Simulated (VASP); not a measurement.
# Pb (Fm-3m) in VASP: settings compared

One crystal, Pb, is run at these levels: PW91, TB-mBJ; tasks: band structure.

All numbers are computed with VASP 6.6.1; they aren't measurements. Logs are shortened: lines on timing, memory, paths and dates and some standing lists are left out, and cuts for length are marked.

## Step 1: Starting point

The structure is cubic, space group Fm-3m (No. 225). Conventional cell: a = 4.950 Å, b = 4.950 Å, c = 4.950 Å, α = 90.00°, β = 90.00°, γ = 90.00°. Pb (site symmetry m-3m) is surrounded by 12 Pb at 3.50 Å.

## Step 2: Band structure, PW91

File POSCAR:

```
Pb
1.0
    0.0000000000      2.4750200000      2.4750200000
    2.4750200000      0.0000000000      2.4750200000
    2.4750200000      2.4750200000      0.0000000000
Pb
1
Direct
    0.0000000000      0.0000000000      0.0000000000
```

File INCAR.step1:

```
PREC = Accurate ; ENCUT = 520
EDIFF = 1E-7 ; ISMEAR = -1
SIGMA = 0.05 ; LREAL = F
LASPH = T ; NELM = 80
ALGO = Normal ; ISIF = 2
LWAVE = F ; LCHARG = T
GGA = 91 ; NBANDS = 13
```

File KPOINTS.step1:

```
Automatic mesh
0
Gamma
  9 9 9
```

File INCAR.step2:

```
PREC = Accurate ; ENCUT = 520
EDIFF = 1E-7 ; ISMEAR = 0
SIGMA = 0.05 ; LREAL = F
LASPH = T ; NELM = 80
ALGO = Normal ; ISIF = 2
LWAVE = F ; LCHARG = F
GGA = 91 ; NBANDS = 13
ICHARG = 11
```

File KPOINTS.step2:

```
path GXWKGLUWLK,UX
15
line-mode
reciprocal
 0.0000000000  0.0000000000  0.0000000000  G
 0.5000000000  0.0000000000  0.5000000000  X

 0.5000000000  0.0000000000  0.5000000000  X
 0.5000000000  0.2500000000  0.7500000000  W

 0.5000000000  0.2500000000  0.7500000000  W
 0.3750000000  0.3750000000  0.7500000000  K

 0.3750000000  0.3750000000  0.7500000000  K
 0.0000000000  0.0000000000  0.0000000000  G

 0.0000000000  0.0000000000  0.0000000000  G
 0.5000000000  0.5000000000  0.5000000000  L

 0.5000000000  0.5000000000  0.5000000000  L
 0.6250000000  0.2500000000  0.6250000000  U

 0.6250000000  0.2500000000  0.6250000000  U
 0.5000000000  0.2500000000  0.7500000000  W

 0.5000000000  0.2500000000  0.7500000000  W
 0.5000000000  0.5000000000  0.5000000000  L

 0.5000000000  0.5000000000  0.5000000000  L
 0.3750000000  0.3750000000  0.7500000000  K

 0.6250000000  0.2500000000  0.6250000000  U
 0.5000000000  0.0000000000  0.5000000000  X
```

Potentials or basis: VASP PAW PBE potentials, release 64 (Pb_d).

Command:

```bash
$ cat potpaw_PBE.64/Pb_d/POTCAR > POTCAR
$ cp INCAR.step1 INCAR
$ cp KPOINTS.step1 KPOINTS
$ mpirun -np 1 vasp_std > vasp.out
$ cp INCAR.step2 INCAR
$ cp KPOINTS.step2 KPOINTS
$ mpirun -np 1 vasp_std > vasp.out
```

OUTCAR:

```text
PREC = Accurate
   ENCUT = 520
   EDIFF = 1E-7
   ISMEAR = 0
   LREAL = F
   LASPH = T
   NELM = 80
   ISIF = 2
   GGA = 91
   ICHARG = 11

 ion  position               nearest neighbor table
   1  0.000  0.000  0.000-

  LATTYP: Found a face centered cubic cell.
 ALAT       =     4.9500400000

  Lattice vectors:

 A1 = (   0.0000000000,   2.4750200000,   2.4750200000)
 A2 = (   2.4750200000,   0.0000000000,   2.4750200000)
 A3 = (   2.4750200000,   2.4750200000,   0.0000000000)

Analysis of symmetry for initial positions (statically):
=====================================================================
 Subroutine PRICEL returns:
 Original cell was already a primitive cell.

 Routine SETGRP: Setting up the symmetry group for a
 face centered cubic supercell.

 Subroutine GETGRP returns: Found 48 space group operations
 (whereof 48 operations were pure point group operations)
 out of a pool of 48 trial point group operations.

The static configuration has the point symmetry O_h .

Analysis of symmetry for dynamics (positions and initial velocities):
=====================================================================
 Subroutine PRICEL returns:
 Original cell was already a primitive cell.

 Routine SETGRP: Setting up the symmetry group for a
 face centered cubic supercell.

 Subroutine GETGRP returns: Found 48 space group operations
 (whereof 48 operations were pure point group operations)
 out of a pool of 48 trial point group operations.

The dynamic configuration has the point symmetry O_h .

 Subroutine INISYM returns: Found 48 space group operations
 (whereof 48 operations are pure point group operations),
 and found     1 'primitive' translations

----------------------------------------------------------------------------------------

                                     Primitive cell

  volume of cell :      30.3226

  direct lattice vectors                    reciprocal lattice vectors
     0.000000000  2.475020000  2.475020000    -0.202018570  0.202018570  0.202018570
     2.475020000  0.000000000  2.475020000     0.202018570 -0.202018570  0.202018570
     2.475020000  2.475020000  0.000000000     0.202018570  0.202018570 -0.202018570

  length of vectors
     3.500206851  3.500206851  3.500206851     0.349906427  0.349906427  0.349906427

  position of ions in fractional coordinates (direct lattice)
     0.000000000  0.000000000  0.000000000

  ion indices of the primitive-cell ions
   primitive index   ion index
                 1           1

----------------------------------------------------------------------------------------

 KPOINTS: path GXWKGLUWLK,UX

Interpolating k-points between supplied coordinates.

 Line segments in fractional coordinates (reciprocal lattice):
    0.000000  0.000000  0.000000  ...  0.500000  0.000000  0.500000
    0.500000  0.000000  0.500000  ...  0.500000  0.250000  0.750000
    0.500000  0.250000  0.750000  ...  0.375000  0.375000  0.750000
    0.375000  0.375000  0.750000  ...  0.000000  0.000000  0.000000
    0.000000  0.000000  0.000000  ...  0.500000  0.500000  0.500000
    0.500000  0.500000  0.500000  ...  0.625000  0.250000  0.625000
    0.625000  0.250000  0.625000  ...  0.500000  0.250000  0.750000
    0.500000  0.250000  0.750000  ...  0.500000  0.500000  0.500000
    0.500000  0.500000  0.500000  ...  0.375000  0.375000  0.750000
    0.625000  0.250000  0.625000  ...  0.500000  0.000000  0.500000

 Generated    15 points on each line segment, for a total of    150 k-points:

 Following reciprocal coordinates:
            Coordinates               Weight
  0.000000  0.000000  0.000000      0.006667
  0.035714  0.000000  0.035714      0.006667
  0.071429  0.000000  0.071429      0.006667
  0.107143  0.000000  0.107143      0.006667
  0.142857  0.000000  0.142857      0.006667
  0.178571  0.000000  0.178571      0.006667
[... 16 lines left out ...]
  0.500000  0.125000  0.625000      0.006667
  0.500000  0.142857  0.642857      0.006667
 [... further k-points ...]
   k-points           NKPTS =    150   k-points in BZ     NKDIM =    150   number of bands    NBANDS=     13
   number of dos      NEDOS =    301   number of ions     NIONS =      1
   total plane-waves  NPLWV =  21952
   dimension x,y,z NGX =    28 NGY =   28 NGZ =   28
   dimension x,y,z NGXF=    56 NGYF=   56 NGZF=   56
   ions per type =               1
   NGX,Y,Z   is equivalent  to a cutoff of  13.30, 13.30, 13.30 a.u.
   NGXF,Y,Z  is equivalent  to a cutoff of  26.60, 26.60, 26.60 a.u.
 SYSTEM =  unknown system
   PREC   = accura    normal or accurate (medium, high low for compatibility)
   ISTART =      0    job   : 0-new  1-cont  2-samecut
   ICHARG =     11    charge: 1-file 2-atom 10-const
   ISPIN  =      1    spin polarized calculation?
   LNONCOLLINEAR =      F non collinear calculations
   LSORBIT =      F    spin-orbit coupling
   LASPH  =      T    aspherical Exc in radial PAW
[... 62 lines left out ...]
      3      -9.7953      2.00000
      4      -9.6529      2.00000
      5      -9.6529      2.00000
      6      -4.4887      2.00000
      7      14.6577      0.00000
      8      14.6577      0.00000
      9      14.6577      0.00000
     10      17.0530      0.00000
     11      18.7231      0.00000
     12      19.7533      0.00000
     13      19.7533      0.00000

 k-point     2 :       0.0357    0.0000    0.0357
  band No.  band energies     occupation
      1      -9.7974      2.00000
      2      -9.7916      2.00000
      3      -9.7916      2.00000
      4      -9.6550      2.00000
      5      -9.6513      2.00000
      6      -4.4559      2.00000
      7      14.4194      0.00000
      8      14.5024      0.00000
      9      14.5024      0.00000
     10      16.9269      0.00000
     11      18.9960      0.00000
     12      19.9366      0.00000
     13      19.9462      0.00000

 k-point     3 :       0.0714    0.0000    0.0714
  band No.  band energies     occupation
      1      -9.8035      2.00000
      2      -9.7807      2.00000
      3      -9.7807      2.00000
      4      -9.6613      2.00000
      5      -9.6467      2.00000
      6      -4.3576      2.00000
      7      13.8359      0.00000
      8      14.0961      0.00000
      9      14.0961      0.00000
     10      16.6221      0.00000
     11      19.5460      0.00000
     12      20.4205      0.00000
     13      20.4649      0.00000

 k-point     4 :       0.1071    0.0000    0.1071
  band No.  band energies     occupation
      1      -9.8134      2.00000
      2      -9.7631      2.00000
      3      -9.7631      2.00000
      4      -9.6720      2.00000
      5      -9.6393      2.00000
      6      -4.1937      2.00000
      7      13.0899      0.00000
      8      13.5497      0.00000
      9      13.5497      0.00000
     10      16.2488      0.00000
     11      18.9306      0.00000
     12      20.9310      0.00000
     13      21.0728      0.00000

 k-point     5 :       0.1429    0.0000    0.1429
  band No.  band energies     occupation
      1      -9.8265      2.00000
      2      -9.7395      2.00000
      3      -9.7395      2.00000
      4      -9.6867      2.00000
      5      -9.6295      2.00000
      6      -3.9643      2.00000
      7      12.2680      0.00000
      8      12.9478      0.00000
      9      12.9478      0.00000
     10      15.8684      0.00000
     11      17.8020      0.00000
     12      21.8450      0.00000
     13      22.0442      0.00000
[... 257 lines left out ...]
 k-point    22 :       0.5000    0.1071    0.6071
  band No.  band energies     occupation
      1      -9.9126      2.00000
      2      -9.8408      2.00000
      3      -9.5522      2.00000
      4      -9.5403      2.00000
      5      -9.4830      2.00000
      6       0.5968      2.00000
      7       4.3560      2.00000
      8       8.1817      0.00000
      9       8.4090      0.00000
     10      14.4023      0.00000
     11      15.4399      0.00000
     12      23.9103      0.00000
     13      24.7642      0.00000

 k-point    23 :       0.5000    0.1250    0.6250
  band No.  band energies     occupation
      1      -9.8962      2.00000
      2      -9.8317      2.00000
      3      -9.5601      2.00000
      4      -9.5596      2.00000
      5      -9.4830      2.00000
      6       0.6083      2.00000
      7       4.4867      2.00000
      8       7.8873      0.00000
      9       8.2220      0.00000
     10      14.8820      0.00000
     11      15.8714      0.00000
     12      23.3859      0.00000
     13      24.0783      0.00000

 k-point    24 :       0.5000    0.1429    0.6429
  band No.  band energies     occupation
      1      -9.8776      2.00000
      2      -9.8221      2.00000
      3      -9.5810      2.00000
      4      -9.5686      2.00000
      5      -9.4830      2.00000
      6       0.6199      2.00000
      7       4.6361      2.00000
      8       7.5878      0.00000
      9       8.0510      0.00000
     10      15.3889      0.00000
     11      16.3296      0.00000
     12      22.8355      0.00000
     13      23.3891      0.00000

 [... further k-points ...]

------------------------ aborting loop because EDIFF is reached ----------------------------------------

  FORCE on cell =-STRESS in cart. coord.  units (eV):
  Direction    XX          YY          ZZ          XY          YZ          ZX
  --------------------------------------------------------------------------------------
  -------------------------------------------------------------------------------------
  Total        1.2790023      1.2790023      1.2790023      0.0000000      0.0000000     -0.0000000
  in kB       67.5796239     67.5796239     67.5796239      0.0000000      0.0000000     -0.0000000
  external PRESSURE =      67.5796239 kB  Pullay stress =       0.0000000 kB

 VOLUME and BASIS-vectors are now :
 -----------------------------------------------------------------------------
  energy-cutoff  :      520.00
  volume of cell :       30.32
      direct lattice vectors                 reciprocal lattice vectors
     0.000000000  2.475020000  2.475020000    -0.202018570  0.202018570  0.202018570
     2.475020000  0.000000000  2.475020000     0.202018570 -0.202018570  0.202018570
     2.475020000  2.475020000  0.000000000     0.202018570  0.202018570 -0.202018570

 POSITION                                       TOTAL-FORCE (eV/Angst)
 -----------------------------------------------------------------------------------
      0.00000      0.00000      0.00000         0.000000      0.000000      0.000000
 -----------------------------------------------------------------------------------
    total drift:                                0.000000     -0.000000      0.000000

  FREE ENERGIE OF THE ION-ELECTRON SYSTEM (eV)
  ---------------------------------------------------
  free  energy   TOTEN  =        -3.6395636828 eV

  energy  without entropy=       -3.6369810663  energy(sigma->0) =       -3.63827237
```

It took 41 s on 1 thread of Intel Xeon Platinum 8259CL at 2.50GHz (Skylake/Cascade Lake), shared host; peak memory 0.19 GiB.

Results:

```
Band gap along the path : none (metal or under the smearing width)
```

Levels at the corners of the path, in eV from the Fermi level:
```
point  band 5  band 6  band 7  band 8  band 9  band 10
    Γ  -16.77  -11.61    7.54    7.54    7.54     9.93
    X  -16.60   -6.56   -3.13    2.17    2.17     5.58
    X  -16.60   -6.56   -3.13    2.17    2.17     5.58
    W  -16.60   -6.46   -1.23   -1.23    0.42    11.03
    W  -16.60   -6.46   -1.23   -1.23    0.42    11.03
    K  -16.65   -6.65   -2.14   -1.08    3.10     6.66
    K  -16.65   -6.65   -2.14   -1.08    3.10     6.66
    Γ  -16.77  -11.61    7.54    7.54    7.54     9.93
    Γ  -16.77  -11.61    7.54    7.54    7.54     9.93
    L  -16.64   -7.98   -4.06    5.70    5.70     9.42
    L  -16.64   -7.98   -4.06    5.70    5.70     9.42
    U  -16.65   -6.65   -2.14   -1.08    3.10     6.66
    U  -16.65   -6.65   -2.14   -1.08    3.10     6.66
    W  -16.60   -6.46   -1.23   -1.23    0.42    11.03
    W  -16.60   -6.46   -1.23   -1.23    0.42    11.03
    L  -16.64   -7.98   -4.06    5.70    5.70     9.42
    L  -16.64   -7.98   -4.06    5.70    5.70     9.42
    K  -16.65   -6.65   -2.14   -1.08    3.10     6.66
    U  -16.65   -6.65   -2.14   -1.08    3.10     6.66
    X  -16.60   -6.56   -3.13    2.17    2.17     5.58
```

Caveat: the log is that of the step along the path at fixed density, whose energy, stress, charges and moments have no meaning; the PAW data sets were made with another functional, which shifts forces and pressure a little; spin-orbit coupling is left out, which moves the levels of the heavy elements.

## Step 3: Band structure, TB-mBJ

POSCAR is that of step 2.

File INCAR.step1:

```
  PREC = Accurate
  ENCUT = 520
  EDIFF = 1E-5
  ISMEAR = -1
  SIGMA = 0.05
  LREAL = F
  LASPH = T
  NELM = 100
  ALGO = Normal
  ISIF = 2
  LWAVE = T
  LCHARG = F
  GGA = PE
```

File INCAR.step2:

```
  PREC = Accurate
  ENCUT = 520
  EDIFF = 1E-6
  ISMEAR = -1
  SIGMA = 0.05
  LREAL = F
  LASPH = T
  NELM = 100
  ALGO = Normal
  ISIF = 2
  LWAVE = F
  LCHARG = F
  METAGGA = MBJ
  ISTART = 1
```

File KPOINTS:

```
Automatic mesh
0
Gamma
  9 9 9
```

File KPOINTS_OPT:

```
path GXWKGLUWLK,UX
15
line-mode
reciprocal
 0.0000000000  0.0000000000  0.0000000000  G
 0.5000000000  0.0000000000  0.5000000000  X

 0.5000000000  0.0000000000  0.5000000000  X
 0.5000000000  0.2500000000  0.7500000000  W

 0.5000000000  0.2500000000  0.7500000000  W
 0.3750000000  0.3750000000  0.7500000000  K

 0.3750000000  0.3750000000  0.7500000000  K
 0.0000000000  0.0000000000  0.0000000000  G

 0.0000000000  0.0000000000  0.0000000000  G
 0.5000000000  0.5000000000  0.5000000000  L

 0.5000000000  0.5000000000  0.5000000000  L
 0.6250000000  0.2500000000  0.6250000000  U

 0.6250000000  0.2500000000  0.6250000000  U
 0.5000000000  0.2500000000  0.7500000000  W

 0.5000000000  0.2500000000  0.7500000000  W
 0.5000000000  0.5000000000  0.5000000000  L

 0.5000000000  0.5000000000  0.5000000000  L
 0.3750000000  0.3750000000  0.7500000000  K

 0.6250000000  0.2500000000  0.6250000000  U
 0.5000000000  0.0000000000  0.5000000000  X
```

Potentials or basis: VASP PAW PBE potentials, release 64 (Pb_d).

Command:

```bash
$ cat potpaw_PBE.64/Pb_d/POTCAR > POTCAR
$ cp INCAR.step1 INCAR
$ mpirun -np 1 vasp_std > vasp.out
$ cp INCAR.step2 INCAR
$ mpirun -np 1 vasp_std > vasp.out
```

It took 27 s on 1 thread of AMD EPYC 9R45 (Zen 5), shared host; peak memory 0.14 GiB.

Results (log left out):

| Quantity | Value |
| --- | --- |
| Band gap along the path | none (metal or under the smearing width) |

Levels at the corners of the path, in eV from the Fermi level:
| point | band 3 | band 4 | band 5 | band 6 | band 7 | band 8 | band 9 | band 10 | band 11 |
| --- | --- | --- | --- | --- | --- | --- | --- | --- | --- |
| Γ | -17.40 | -17.26 | -17.26 | -11.62 | 7.54 | 7.54 | 7.54 | 9.67 | 11.62 |
| X | -17.14 | -17.10 | -17.10 | -6.62 | -3.12 | 2.18 | 2.18 | 5.62 | 6.77 |
| X | -17.14 | -17.10 | -17.10 | -6.62 | -3.12 | 2.18 | 2.18 | 5.62 | 6.77 |
| W | -17.34 | -17.22 | -17.10 | -6.52 | -1.23 | -1.23 | 0.45 | 11.06 | 12.16 |
| W | -17.34 | -17.22 | -17.10 | -6.52 | -1.23 | -1.23 | 0.45 | 11.06 | 12.16 |
| K | -17.20 | -17.20 | -17.14 | -6.71 | -2.13 | -1.06 | 3.10 | 6.65 | 11.42 |
| K | -17.20 | -17.20 | -17.14 | -6.71 | -2.13 | -1.06 | 3.10 | 6.65 | 11.42 |
| Γ | -17.40 | -17.26 | -17.26 | -11.62 | 7.54 | 7.54 | 7.54 | 9.67 | 11.62 |
| Γ | -17.40 | -17.26 | -17.26 | -11.62 | 7.54 | 7.54 | 7.54 | 9.67 | 11.62 |
| L | -17.39 | -17.14 | -17.14 | -8.03 | -4.02 | 5.68 | 5.68 | 9.28 | 9.60 |
| L | -17.39 | -17.14 | -17.14 | -8.03 | -4.02 | 5.68 | 5.68 | 9.28 | 9.60 |
| U | -17.20 | -17.20 | -17.14 | -6.71 | -2.13 | -1.06 | 3.10 | 6.65 | 11.42 |
| U | -17.20 | -17.20 | -17.14 | -6.71 | -2.13 | -1.06 | 3.10 | 6.65 | 11.42 |
| W | -17.34 | -17.22 | -17.10 | -6.52 | -1.23 | -1.23 | 0.45 | 11.06 | 12.16 |
| W | -17.34 | -17.22 | -17.10 | -6.52 | -1.23 | -1.23 | 0.45 | 11.06 | 12.16 |
| L | -17.39 | -17.14 | -17.14 | -8.03 | -4.02 | 5.68 | 5.68 | 9.28 | 9.60 |
| L | -17.39 | -17.14 | -17.14 | -8.03 | -4.02 | 5.68 | 5.68 | 9.28 | 9.60 |
| K | -17.20 | -17.20 | -17.14 | -6.71 | -2.13 | -1.06 | 3.10 | 6.65 | 11.42 |
| U | -17.20 | -17.20 | -17.14 | -6.71 | -2.13 | -1.06 | 3.10 | 6.65 | 11.42 |
| X | -17.14 | -17.10 | -17.10 | -6.62 | -3.12 | 2.18 | 2.18 | 5.62 | 6.77 |

Caveat: the PAW data sets were made with another functional, which shifts forces and pressure a little; spin-orbit coupling is left out, which moves the levels of the heavy elements.

## Step 4: The reference run

An earlier run on the cell as given: functional PBE; potentials or basis VASP PAW PBE potentials, release 64 (Pb_d); cutoff 520 eV; k mesh 9 × 9 × 9; occupations fermi-dirac, width 0.05 eV; no spin polarisation.

- Pressure: 2.2 GPa
- Band gap on the k mesh: none (metal or under the smearing width)
